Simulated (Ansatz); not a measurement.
# K in Ansatz: tuning ndim

Aim: find the choice of ndim that runs K fastest, at PBE. This setting moves, with any that are tied to it; all else stays.

Everything below comes from runs of Ansatz 0.2.0. Logs are shortened: lines on timing, memory, paths and dates and some standing lists are left out, and cuts for length are marked.

### 1 The slab as given

The cell holds a slab with vacuum, 9 atoms: a = 4.768 Å, b = 4.768 Å, c = 46.398 Å, α = 90.00°, β = 90.00°, γ = 120.00°.

### 2 With ndim 1

File input.yaml:

```yaml
crystal:
  lattice:
    - [4.7684341314, 0.0, 0.0]
    - [-2.3842170657, 4.1295850941, 0.0]
    - [0.0, 0.0, 46.39840246]
  atoms:
    - { symbol: K, position: [0.66666667, 0.33333334, 0.1616434964] }
    - { symbol: K, position: [0.0, 0.0, 0.2462326223] }
    - { symbol: K, position: [0.33333333, 0.66666666, 0.3308217482] }
    - { symbol: K, position: [0.0, 0.0, 0.4154108741] }
    - { symbol: K, position: [0.66666667, 0.33333334, 0.5] }
    - { symbol: K, position: [0.0, 0.0, 0.5845891259] }
    - { symbol: K, position: [0.33333333, 0.66666666, 0.6691782518] }
    - { symbol: K, position: [0.0, 0.0, 0.7537673777] }
    - { symbol: K, position: [0.66666667, 0.33333334, 0.8383565036] }
  periodic: [true, true, false]
hamiltonian:
  xc: pbe
  pseudopotentials: { kind: paw }
kpoints:
  mp_grid: { grid: [5, 5, 1] }
scf:
  occupations: { method: gaussian, width: 0.1 }
  mixing: { ndim: 1 }
output:
  forces: true
  eigenvalues: true
```

Potentials or basis: Ansatz PAW.

The run is started by

```sh
> ansatz run input.yaml --threads 8 --pin off --max-ram 65536MiB --backend cpu --events-out ev --progress --plain --runs-dir out
```

Output:

```text
Warning: crystal.periodic: the lattice vector that does not repeat stood 0.000° off the slab's normal, 46.398 Å along it as the deck builds it. The run solves the slab on a vector along the normal, 86.597 Å long, with every atom where it was (on the deck's vector they left 15.00 Å outside them, and the widest stretch free of ions among them is 3.92 Å). A fractional position that the run reports is one of the run's cell, which starts as this one, and not of the deck's: it goes into a deck with that cell's vectors. The slab on that cell runs as it stands in a deck that lists each atom with its symbol and moment, types crystal.periodic and leaves out crystal.checkpoint, crystal.saddle_side, crystal.structure_sha256, crystal.space_group, crystal.setting, crystal.reduce_to_primitive, crystal.supercell, crystal.defects and each atom's wyckoff. Where those keys changed the vectors of the plane, lay the indices of each lattice_plane and lattice_line anew on these rows. Along the normal they count this vector already. An outside_sphere can name other atoms there (type this run's as sites). In the order of the run's atom list the slab is: crystal.lattice: [[4.7684341314, 0.0, 0.0], [-2.3842170657, 4.1295850941, 0.0], [0.0, -0.0, 86.59680491596497]]; position: [0.66666667, 0.33333334000000003, 0.08660827623244173]; position: [0.0, 0.0, 0.13193096811531785]; position: [0.33333333000000004, 0.6666666600000001, 0.17725365999819392]; position: [0.0, 0.0, 0.22257635188107003]; position: [0.66666667, 0.33333334000000003, 0.26789904376394613]; position: [0.0, 0.0, 0.3132217356468222]; position: [0.33333333000000004, 0.6666666600000001, 0.35854442752969834]; position: [0.0, 0.0, 0.4038671194125744]; position: [0.66666667, 0.33333334000000003, 0.44918981129545055];
Warning: RAYON_NUM_THREADS=56 ignored (pool sized by the plan → 8); use --threads N
crystal.periodic: the lattice vector that does not repeat stood 0.000° off the slab's normal, 46.398 Å along it as the deck builds it. The run solves the slab on a vector along the normal, 86.597 Å long, with every atom where it was (on the deck's vector they left 15.00 Å outside them, and the widest stretch free of ions among them is 3.92 Å). A fractional position that the run reports is one of the run's cell, which starts as this one, and not of the deck's: it goes into a deck with that cell's vectors. The slab on that cell runs as it stands in a deck that lists each atom with its symbol and moment, types crystal.periodic and leaves out crystal.checkpoint, crystal.saddle_side, crystal.structure_sha256, crystal.space_group, crystal.setting, crystal.reduce_to_primitive, crystal.supercell, crystal.defects and each atom's wyckoff. Where those keys changed the vectors of the plane, lay the indices of each lattice_plane and lattice_line anew on these rows. Along the normal they count this vector already. An outside_sphere can name other atoms there (type this run's as sites). In the order of the run's atom list the slab is: crystal.lattice: [[4.7684341314, 0.0, 0.0], [-2.3842170657, 4.1295850941, 0.0], [0.0, -0.0, 86.59680491596497]]; position: [0.66666667, 0.33333334000000003, 0.08660827623244173]; position: [0.0, 0.0, 0.13193096811531785]; position: [0.33333333000000004, 0.6666666600000001, 0.17725365999819392]; position: [0.0, 0.0, 0.22257635188107003]; position: [0.66666667, 0.33333334000000003, 0.26789904376394613]; position: [0.0, 0.0, 0.3132217356468222]; position: [0.33333333000000004, 0.6666666600000001, 0.35854442752969834]; position: [0.0, 0.0, 0.4038671194125744]; position: [0.66666667, 0.33333334000000003, 0.44918981129545055];
[... 79 lines left out ...]
  k-point 2: bands = ["-34.6924", "-34.6924", "-34.5759", "-34.5752", "-34.5752", "-34.5563", "-34.5562", "-34.5425", "-34.5425", "-18.1855", "-18.1855", "-18.1832", "-18.1832", "-18.1536", "-18.1536", "-18.0806", "-18.0780", "-18.0768", "-18.0687", "-18.0646", "-18.0583", "-18.0519", "-18.0486", "-18.0468", "-18.0466", "-18.0463", "-18.0401", "-18.0398", "-18.0296", "-18.0285", "-18.0272", "-18.0264", "-18.0181", "-18.0181", "-18.0134", "-18.0134", "-2.9568", "-2.8770", "-2.7465", "-2.5698", "-2.3609", "-2.1033", "-1.8037", "-1.4779", "-1.3530", "-1.2844", "-1.2001", "-1.0925", "-1.0770", "-0.8985"]
  k-point 4: bands = ["-34.6921", "-34.6921", "-34.5756", "-34.5749", "-34.5749", "-34.5559", "-34.5559", "-34.5421", "-34.5421", "-18.1844", "-18.1844", "-18.1822", "-18.1822", "-18.1639", "-18.1639", "-18.0794", "-18.0768", "-18.0759", "-18.0666", "-18.0639", "-18.0586", "-18.0584", "-18.0580", "-18.0559", "-18.0504", "-18.0454", "-18.0396", "-18.0392", "-18.0355", "-18.0349", "-18.0306", "-18.0291", "-18.0232", "-18.0232", "-18.0177", "-18.0177", "-1.9678", "-1.9406", "-1.8970", "-1.8672", "-1.7725", "-1.7571", "-1.6120", "-1.6029", "-1.4624", "-1.3763", "-1.2261", "-1.1812", "-1.0224", "-0.8793"]
  ° read free of the cell's end (the report's vacuum.weakly_bound_levels)
```

Run time: 15 s. Hardware: 8 threads of Arm Neoverse N1, host not shared; peak memory 2.3 GiB.

Results:

```
Free energy            : -13839.9182 eV
Largest force          : 0.044 eV/Å
Band gap on the k mesh : none (metal or under the smearing width)
```

### 3 With ndim 2

input.yaml: that of step 2 with these lines changed.

```diff
@@ -23,3 +23,3 @@
   occupations: { method: gaussian, width: 0.1 }
-  mixing: { ndim: 1 }
+  mixing: { ndim: 2 }
 output:
```

Potentials or basis: Ansatz PAW.

The run is started by

```sh
> ansatz run input.yaml --threads 8 --pin off --max-ram 65536MiB --backend cpu --events-out ev --progress --plain --runs-dir out
```

Wall time 13 s (8 threads of Arm Neoverse N1, host not shared); peak memory 2.3 GiB.

It converged, with:

```yaml
Free_energy: -13839.9182 eV
Largest_force: 0.044 eV/Å
Band_gap_on_the_k_mesh: none (metal or under the smearing width)
```

### 4 With ndim 4

input.yaml: that of step 3 with these lines changed.

```diff
@@ -23,3 +23,3 @@
   occupations: { method: gaussian, width: 0.1 }
-  mixing: { ndim: 2 }
+  mixing: { ndim: 4 }
 output:
```

The run is started by

```sh
> ansatz run input.yaml --threads 8 --pin off --max-ram 65536MiB --backend cpu --events-out ev --progress --plain --runs-dir out
```

Run time: 12 s. Hardware: 8 threads of Arm Neoverse N1, host not shared; peak memory 2.3 GiB.

Results (log left out):

| Item | Value |
| --- | --- |
| Free energy | -13839.9182 eV |
| Largest force | 0.044 eV/Å |
| Band gap on the k mesh | none (metal or under the smearing width) |

### 5 With ndim 8

input.yaml: that of step 4 with these lines changed.

```diff
@@ -23,3 +23,3 @@
   occupations: { method: gaussian, width: 0.1 }
-  mixing: { ndim: 4 }
+  mixing: { ndim: 8 }
 output:
```

The run is started by

```sh
> ansatz run input.yaml --threads 8 --pin off --max-ram 65536MiB --backend cpu --events-out ev --progress --plain --runs-dir out
```

Wall time 11 s (8 threads of Arm Neoverse N1, host not shared); peak memory 2.3 GiB.

Results (log left out):

```
Free energy            : -13839.9182 eV
Largest force          : 0.044 eV/Å
Band gap on the k mesh : none (metal or under the smearing width)
```

### 6 With ndim 12

input.yaml: that of step 5 with these lines changed.

```diff
@@ -23,3 +23,3 @@
   occupations: { method: gaussian, width: 0.1 }
-  mixing: { ndim: 8 }
+  mixing: { ndim: 12 }
 output:
```

Potentials or basis: Ansatz PAW.

The run is started by

```sh
> ansatz run input.yaml --threads 8 --pin off --max-ram 65536MiB --backend cpu --events-out ev --progress --plain --runs-dir out
```

Wall time 11 s (8 threads of Arm Neoverse N1, host not shared); peak memory 2.3 GiB.

It converged, with:

- Free energy: -13839.9182 eV
- Largest force: 0.044 eV/Å
- Band gap on the k mesh: none (metal or under the smearing width)

### 7 With ndim 20

input.yaml: that of step 6 with these lines changed.

```diff
@@ -23,3 +23,3 @@
   occupations: { method: gaussian, width: 0.1 }
-  mixing: { ndim: 12 }
+  mixing: { ndim: 20 }
 output:
```

The run is started by

```sh
> ansatz run input.yaml --threads 8 --pin off --max-ram 65536MiB --backend cpu --events-out ev --progress --plain --runs-dir out
```

Run time: 11 s. Hardware: 8 threads of Arm Neoverse N1, host not shared; peak memory 2.3 GiB.

Results (log left out):

```
Free energy            : -13839.9182 eV
Largest force          : 0.044 eV/Å
Band gap on the k mesh : none (metal or under the smearing width)
```

### 8 The series at a glance

```csv
ndim,energy less the last converged row (meV/atom),SCF cycles,wall time (s),peak memory (GiB)
1,0.00,16,15,2.3
2,0.00,13,13,2.3
4,0.00,10,12,2.3
8,0.00,9,11,2.3
12,0.00,9,11,2.3
20,0.00,9,11,2.3
```

Fastest here: 8 (11 s), level within noise with 2, 4, 12, 20; slowest of those that converged: 1 (15 s). These are single runs, one after another on one machine, so differences under about a fifth mean little.
